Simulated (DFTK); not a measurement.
# Equation of state of MgS under RPBE

The structure is cubic, space group Fm-3m (No. 225). Conventional cell: a = 5.203 Å, b = 5.203 Å, c = 5.203 Å, α = 90.00°, β = 90.00°, γ = 90.00°. S (site symmetry m-3m) is surrounded by 6 Mg at 2.60 Å. Mg (site symmetry m-3m) has 6 S at 2.60 Å as nearest neighbours.

The cell was scaled at fixed shape and fractions and run with DFTK, PseudoDojo SR PBE 0.4.1 standard (PBE), cutoff 1143 eV; RPBE, k mesh 6 × 6 × 6 on the cell of 2 atoms, fermi-dirac occupations of 0.05 eV, no spin polarisation, no spin-orbit coupling. The potentials were made for PBE. Energies are those that the program minimises, any entropy of the smearing included.

```csv
V (Å³/atom),energy over the lowest row (meV/atom)
16.5529,46.52
16.9051,?
17.2573,16.25
17.6095,7.32
17.9617,2.02
18.3139,0.00
18.6661,0.96
```

Task: Fit the third-order Birch-Murnaghan form, give V0, B0 and B′, and predict the energy left open.

Result: With y = (V0/V)^(2/3), E = E0 + (9 V0 B0/16) [(y - 1)³ B′ + (y - 1)² (6 - 4y)]. Least squares through the rows shown give V0 = 18.3713 Å³/atom, E0 = -0.04 meV, B0 = 69.52 GPa (1 eV/Å³ = 160.218 GPa) and B′ = 4.08, with a largest miss of 0.01 meV. At V = 16.9051 the form with these constants gives 29.18 meV; the run gave 29.18 meV an atom.

The fitted minimum lies at a larger volume than the listed cell, whose 5.203 Å edge is close to the measured lattice constant of rocksalt MgS. RPBE therefore overexpands the crystal, and the modulus of 69.52 GPa is probably too low for the same reason. This is the usual behaviour of the functional: its exchange enhancement rises steeply with the reduced density gradient, which favours the more inhomogeneous density of a stretched lattice. Zero-point and thermal motion would expand the cell further, so their absence cannot explain the excess.

The curve itself is that of a largely ionic solid, in which Madelung attraction is balanced by short-range repulsion between closed shells that stiffens quickly on compression. With B′ at 4.08, the form is almost its second-order limit. The match at the open volume shows that the curve is smooth and interpolates well, not that the functional is accurate. Only one row lies beyond the minimum, so the response to expansion is much less tested than that to compression.
